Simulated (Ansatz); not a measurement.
# ZrB2 (P6/mmm) in Ansatz: notebook

Runs on ZrB2. Level: revPBE+D3(BJ). Tasks: single point, equation of state.

All numbers are computed with Ansatz 0.2.0; they aren't measurements. Logs are shortened: lines on timing, memory, paths and dates and some standing lists are left out, and cuts for length are marked.

## 1. The crystal as given

The structure is hexagonal, space group P6/mmm (No. 191). The conventional cell has a = 3.170 Å, b = 3.170 Å, c = 3.533 Å, α = 90.00°, β = 90.00°, γ = 120.00°. Around Zr (site symmetry 6/mmm) lie 12 B at 2.54 Å. Around B (site symmetry -6m2) lie 3 B at 1.83 Å.

## 2. Single point, revPBE+D3(BJ), 9.63 Å³/atom (volume scaled by 0.94)

The input, input.yaml:

```yaml
crystal:
  lattice:
    - [3.1052879646, 0.0, 0.0]
    - [-1.5526439823, 2.6892582634, 0.0]
    - [0.0, 0.0, 3.4608777221]
  atoms:
    - { symbol: Zr, position: [0.0, 0.0, 0.0] }
    - { symbol: B, position: [0.6666666667, 0.3333333333, 0.5] }
    - { symbol: B, position: [0.3333333333, 0.6666666667, 0.5] }
hamiltonian:
  xc: revpbe
  pseudopotentials: { kind: paw }
  dispersion: d3bj
kpoints:
  mp_grid: { grid: [10, 10, 8] }
scf:
  occupations: { method: fermi_dirac, width: 0.05 }
output:
  forces: true
  stress: true
  eigenvalues: true
  write_density: true
  write_potential: true
  elf: true
  volumetric_format: npy
```

Potentials or basis: Ansatz PAW.

Started as:

```console
> ansatz run input.yaml --threads 2 --pin off --max-ram 5120MiB --backend cpu --events-out ev --progress --plain --runs-dir out
```

What it wrote:

```text
Warning: RAYON_NUM_THREADS=2 ignored (pool sized by the plan → 2); use --threads N
Engine: ansatz 0.2.0, aarch64-unknown-linux-gnu
Pseudopotentials: kind: paw
Pseudopotential: Zr, paw, valence charge 12, recommended cutoff 420 eV (normal), Zr.paw.azcp
Pseudopotential: B, paw, valence charge 3, recommended cutoff 420 eV (normal), B.paw.azcp
Functional definition: revPBE
  parameter kappa = 1.245
  parameter beta = 0.06672455060314922
  exchange = pbe_x(kappa = kappa, mu = beta*pi^2/3)
  correlation = pbe_c(beta = beta)
Crystal: 3 atoms, lattice volume = 28.902 Å³
Basis set: ecut = 420 eV, 563 PW (Γ), exchange–correlation on 48×48×48 points (8 copies of the dense FFT grid, shifted against one another)
Bands: 13, of which v1, the nominal top of the filled ones, is band 9 counted from 1 (8 counted from 0)
Symmetry: 24 space group operations
Space group: P6/mmm (ITA 191), of the structure as read, at distance tolerance 3.1e-5 Å
k-points: 70 of 800
Non-local potential: Zr, projectors of the file, l = 0: 3, l = 1: 2, l = 2: 2, l = 3: 2
Non-local potential: B, projectors of the file, l = 0: 2, l = 1: 2, l = 2: 1
PAW form: soft (Blöchl's): semilocal exchange-correlation on the pseudo side does not see the compensation charge
PAW frozen core: Zr, regenerated for the run's functional, and the local potential with it (the file was generated under x = pbe(κ = 0.804, μ = 0.2195149727645171), c = pbe(β = 0.06672455060314922))
PAW frozen core: B, regenerated for the run's functional, and the local potential with it (the file was generated under x = pbe(κ = 0.804, μ = 0.2195149727645171), c = pbe(β = 0.06672455060314922))
PAW one-centre angular grid: Zr, 590 points (default); XC on 64 Gauss nodes
PAW one-centre angular grid: B, 110 points (default); XC on 64 Gauss nodes
Initial density: superposition of atomic densities (neutral atoms: chi_scale 0, normalization atom), corrected by the library's trained network
Initial wavefunctions: pseudopotential atomic-orbital guess
Functional: x = revpbe(κ = 1.245, μ = 0.2195149727645171), c = pbe(β = 0.06672455060314922)
SCF iter   1: F=—  HF=-4507.356472 eV  |F-HF|=—  |Δ(HF+E_count)|=         —  Δρ=2.66e-3  dr2=1.80e-3  ethr=1.77e-3  ⟨swp⟩=5.2  Hψ=4571  notcnv=0
preconditioner: auto → none  [insulator: Δε(μ)=0.196 eV  Ē_g=17.229 eV  σ=0.050 eV  W_gap=0.62  n_scr=8 (ndim 8)  ℏωp=27.6 eV  f_vac=0.000  D(μ)=0.32/eV (n_scr^D=0)  ε∞_Penn≈3.6]
SCF iter   2: F=—  HF=-4507.355871 eV  |F-HF|=—  |Δ(HF+E_count)|=   6.01e-4  Δρ=1.08e-3  dr2=2.17e-4  ethr=1.00e-5  ⟨swp⟩=2.2  Hψ=1853  notcnv=0
SCF iter   3: F=—  HF=-4507.355825 eV  |F-HF|=—  |Δ(HF+E_count)|=   4.54e-5  Δρ=1.72e-4  dr2=4.52e-6  ethr=1.20e-6  ⟨swp⟩=2.0  Hψ=1254  notcnv=0
SCF iter   4: F=—  HF=-4507.355823 eV  |F-HF|=—  |Δ(HF+E_count)|=   2.13e-6  Δρ=5.48e-5  dr2=2.37e-7  ethr=2.51e-8  ⟨swp⟩=2.4  Hψ=1503  notcnv=0
iter 5 did not close the SCF: its close was put off for the readings that it lacked (scf_convergence_deferred on its scf_iter line)
SCF iter   5: F=-4507.355823 eV  HF=-4507.355823 eV  |F-HF|=3.16e-9  |Δ(HF+E_count)|=   2.02e-7  Δρ=6.87e-6  dr2=7.71e-9  ethr=1.32e-9  ⟨swp⟩=2.7  Hψ=1543  notcnv=0
SCF iter   6: F=-4507.355823 eV  HF=-4507.355823 eV  |F-HF|=1.18e-11  |Δ(HF+E_count)|=   1.25e-9  Δρ=7.95e-7  dr2=6.92e-11  ethr=4.28e-11  ⟨swp⟩=4.8  Hψ=4487  notcnv=0
SCF 1 converged in 6 iterations: F = -4507.355823 eV  dr2 = 6.92e-11
SCF converged after 6 iterations
Free energy (F): -4507.355823 eV
Harris-Foulkes:  -4507.355823 eV  (|F-HF|=1.18e-11)
Internal energy: -4507.353138 eV  (E = F + TS)
E sigma→0 (E₀):  -4507.354480 eV
Entropy (-TS):   -0.002686 eV (-0.895 meV/atom)
Fermi energy:    16.803869 eV
--- Per-component energies (eV) ---
  E_band       = -5.339464
  E_kinetic    = 440.983039
  E_local      = -523.882583  (includes V_loc(G=0)·N_el)
  E_nonlocal   = 99.844012
  E_hartree    = 168.106794
  E_xc         = -231.066498
  E_vxc        = -273.897783  (∫ρ·V_xc dr)
  E_paw        = -3117.332546  (= ΣΔE_a)
  E_vpaw       = -84.599645  (= ΣTr[D̂ρ^β])
  E_aug_tail   = 0.000020  (compensation charges beyond the density's cutoff)
  E_ewald      = -1341.571311
  E_disp       = -2.360373  (pairwise vdW)
  E_core_change = -0.073692  (= ΣΔE_core)
  E_smearing   = -0.002686  (= −TS)
  E_closure    = -0.000000  (closes the sum)
  Σ components = -4507.355823   (vs F -4507.355823, Δ=0.00e0)
--- Forces (eV/Å), atoms counted from 1 ---
  atom   1  Zr     0.00000000     0.00000000     0.00000000
  atom   2  B     -0.00000000     0.00000000     0.00000000
  atom   3  B     -0.00000000    -0.00000000     0.00000000
  max |Σ_I F_I| component: 1.11e-16 eV/Å
--- Stress (GPa, compression-positive) ---
        7.043976      -0.000000       0.000000
        0.000000       7.043976       0.000000
        0.000000       0.000000       7.471093
  P = ⅓ Tr σ = 7.1863 GPa (71.863 kbar)
--- Band table (eV; the first three rows and the last of 70) ---
  k-point 0: bands = ["-31.5385", "-9.7634", "-9.1155", "-9.1155", "3.8479", "14.1507", "14.1507", "14.1778", "14.5935", "20.5864", "20.5864", "21.4108", "21.4108"]
  k-point 1: bands = ["-31.5347", "-9.8351", "-9.1107", "-9.1107", "4.1047", "13.0193", "14.3056", "14.3056", "15.6927", "19.5132", "19.5132", "20.9000", "20.9000"]
  k-point 2: bands = ["-31.5254", "-10.0029", "-9.0990", "-9.0990", "4.7915", "11.6283", "14.7571", "14.7571", "17.0041", "18.2950", "18.2950", "19.7223", "19.7223"]
  k-point 69: bands = ["-31.3470", "-9.9434", "-9.8819", "-9.7333", "7.4080", "8.3886", "11.9322", "14.0948", "14.2193", "21.2667", "23.1596", "23.4735", "23.7180"]
```

It took 1.3 s on 2 threads of Arm Neoverse V1, shared host; peak memory 0.32 GiB.

What came out:

```
Free energy            : -4507.3558 eV
Pressure               : 7.2 GPa
Band gap on the k mesh : none (metal or under the smearing width)
```

Caveat: pairwise dispersion overbinds metals, which lowers pressure and volume; the PAW data sets come from PBE, with cores solved anew for the run's functional, which leaves a small shift of forces and pressure.

## 3. Single point, revPBE+D3(BJ), 9.84 Å³/atom (volume scaled by 0.96)

input.yaml: that of step 2 with these lines changed.

```diff
@@ -2,5 +2,5 @@
   lattice:
-    - [3.1052879646, 0.0, 0.0]
-    - [-1.5526439823, 2.6892582634, 0.0]
-    - [0.0, 0.0, 3.4608777221]
+    - [3.1271569103, 0.0, 0.0]
+    - [-1.5635784551, 2.7081973259, 0.0]
+    - [0.0, 0.0, 3.4852509034]
   atoms:
@@ -21,5 +21 @@
   eigenvalues: true
-  write_density: true
-  write_potential: true
-  elf: true
-  volumetric_format: npy
```

Potentials or basis: Ansatz PAW.

Started as:

```console
> ansatz run input.yaml --threads 2 --pin off --max-ram 5120MiB --backend cpu --events-out ev --progress --plain --runs-dir out
```

Wall time 1.1 s (2 threads of Arm Neoverse V1, shared host); peak memory 0.32 GiB.

It converged, with:

- Free energy: -4507.3723 eV
- Pressure: 1.5 GPa
- Band gap on the k mesh: none (metal or under the smearing width)

Caveat: pairwise dispersion overbinds metals, which lowers pressure and volume; the PAW data sets come from PBE, with cores solved anew for the run's functional, which leaves a small shift of forces and pressure.

## 4. Single point, revPBE+D3(BJ), 10.04 Å³/atom (volume scaled by 0.98)

input.yaml: that of step 3 with these lines changed.

```diff
@@ -2,5 +2,5 @@
   lattice:
-    - [3.1271569103, 0.0, 0.0]
-    - [-1.5635784551, 2.7081973259, 0.0]
-    - [0.0, 0.0, 3.4852509034]
+    - [3.1487241912, 0.0, 0.0]
+    - [-1.5743620956, 2.7268751391, 0.0]
+    - [0.0, 0.0, 3.5092878761]
   atoms:
```

Started as:

```console
> ansatz run input.yaml --threads 2 --pin off --max-ram 5120MiB --backend cpu --events-out ev --progress --plain --runs-dir out
```

It took 1.1 s on 2 threads of Arm Neoverse V1, shared host; peak memory 0.31 GiB.

The run converged. Its results:

```
Free energy            : -4507.3679 eV
Pressure               : -3.7 GPa
Band gap on the k mesh : none (metal or under the smearing width)
```

Caveat: pairwise dispersion overbinds metals, which lowers pressure and volume; the PAW data sets come from PBE, with cores solved anew for the run's functional, which leaves a small shift of forces and pressure.

## 5. Single point, revPBE+D3(BJ), 10.25 Å³/atom

input.yaml: that of step 4 with these lines changed.

```diff
@@ -2,5 +2,5 @@
   lattice:
-    - [3.1487241912, 0.0, 0.0]
-    - [-1.5743620956, 2.7268751391, 0.0]
-    - [0.0, 0.0, 3.5092878761]
+    - [3.17, 0.0, 0.0]
+    - [-1.585, 2.74530053, 0.0]
+    - [0.0, 0.0, 3.533]
   atoms:
@@ -21 +21,5 @@
   eigenvalues: true
+  write_density: true
+  write_potential: true
+  elf: true
+  volumetric_format: npy
```

Started as:

```console
> ansatz run input.yaml --threads 2 --pin off --max-ram 5120MiB --backend cpu --events-out ev --progress --plain --runs-dir out
```

It took 1.3 s on 2 threads of Arm Neoverse V1, shared host; peak memory 0.32 GiB.

Results (log left out):

```yaml
Free_energy: -4507.3447 eV
Pressure: -8.3 GPa
Band_gap_on_the_k_mesh: none (metal or under the smearing width)
```

Caveat: pairwise dispersion overbinds metals, which lowers pressure and volume; the PAW data sets come from PBE, with cores solved anew for the run's functional, which leaves a small shift of forces and pressure.

## 6. Single point, revPBE+D3(BJ), 10.45 Å³/atom (volume scaled by 1.02)

input.yaml: that of step 5 with these lines changed.

```diff
@@ -2,5 +2,5 @@
   lattice:
-    - [3.17, 0.0, 0.0]
-    - [-1.585, 2.74530053, 0.0]
-    - [0.0, 0.0, 3.533]
+    - [3.1909939893, 0.0, 0.0]
+    - [-1.5954969947, 2.7634818581, 0.0]
+    - [0.0, 0.0, 3.5563980329]
   atoms:
@@ -21,5 +21 @@
   eigenvalues: true
-  write_density: true
-  write_potential: true
-  elf: true
-  volumetric_format: npy
```

Potentials or basis: Ansatz PAW.

Started as:

```console
> ansatz run input.yaml --threads 2 --pin off --max-ram 5120MiB --backend cpu --events-out ev --progress --plain --runs-dir out
```

Wall time 1.1 s (2 threads of Arm Neoverse V1, shared host); peak memory 0.32 GiB.

The run converged. Its results:

```
Free energy            : -4507.3045 eV
Pressure               : -12.5 GPa
Band gap on the k mesh : none (metal or under the smearing width)
```

Caveat: pairwise dispersion overbinds metals, which lowers pressure and volume; the PAW data sets come from PBE, with cores solved anew for the run's functional, which leaves a small shift of forces and pressure.

## 7. Single point, revPBE+D3(BJ), 10.66 Å³/atom (volume scaled by 1.04)

input.yaml: that of step 6 with these lines changed.

```diff
@@ -2,5 +2,5 @@
   lattice:
-    - [3.1909939893, 0.0, 0.0]
-    - [-1.5954969947, 2.7634818581, 0.0]
-    - [0.0, 0.0, 3.5563980329]
+    - [3.2117153101, 0.0, 0.0]
+    - [-1.6058576551, 2.7814270483, 0.0]
+    - [0.0, 0.0, 3.5794921737]
   atoms:
```

Started as:

```console
> ansatz run input.yaml --threads 2 --pin off --max-ram 5120MiB --backend cpu --events-out ev --progress --plain --runs-dir out
```

Wall time 1.1 s (2 threads of Arm Neoverse V1, shared host); peak memory 0.32 GiB.

It converged, with:

```
Free energy            : -4507.2490 eV
Pressure               : -16.4 GPa
Band gap on the k mesh : none (metal or under the smearing width)
```

Caveat: pairwise dispersion overbinds metals, which lowers pressure and volume; the PAW data sets come from PBE, with cores solved anew for the run's functional, which leaves a small shift of forces and pressure.

## 8. Single point, revPBE+D3(BJ), 10.86 Å³/atom (volume scaled by 1.06)

input.yaml: that of step 7 with these lines changed.

```diff
@@ -2,5 +2,5 @@
   lattice:
-    - [3.2117153101, 0.0, 0.0]
-    - [-1.6058576551, 2.7814270483, 0.0]
-    - [0.0, 0.0, 3.5794921737]
+    - [3.2321726471, 0.0, 0.0]
+    - [-1.6160863235, 2.7991436218, 0.0]
+    - [0.0, 0.0, 3.6022921016]
   atoms:
```

Started as:

```console
> ansatz run input.yaml --threads 2 --pin off --max-ram 5120MiB --backend cpu --events-out ev --progress --plain --runs-dir out
```

Run time: 1.1 s. Hardware: 2 threads of Arm Neoverse V1, shared host; peak memory 0.32 GiB.

Results (log left out):

```
Free energy            : -4507.1795 eV
Pressure               : -19.8 GPa
Band gap on the k mesh : none (metal or under the smearing width)
```

Caveat: pairwise dispersion overbinds metals, which lowers pressure and volume; the PAW data sets come from PBE, with cores solved anew for the run's functional, which leaves a small shift of forces and pressure.

## 9. Equation of state, revPBE+D3(BJ)

Potentials or basis: Ansatz PAW.

No new run: the results of the series are fitted here.

What came out:

```yaml
Equilibrium_volume: 9.90 Å³/atom
Bulk_modulus_at_fixed_shape_and_positions: 254 GPa
Pressure_derivative_of_the_bulk_modulus: 3.9
```

Energy against volume, from the lowest point:
```
volume (Å³/atom)  energy (meV/atom)
           9.634               5.49
           9.839               0.00
          10.044               1.46
          10.249               9.20
          10.454              22.59
          10.659              41.11
          10.864              64.27
```

Caveat: the potentials were made for another functional, which shifts forces and pressure; the cell was scaled at fixed shape and fractional positions, which overstates the stiffness of a crystal with free parameters, most of all of layers and chains.
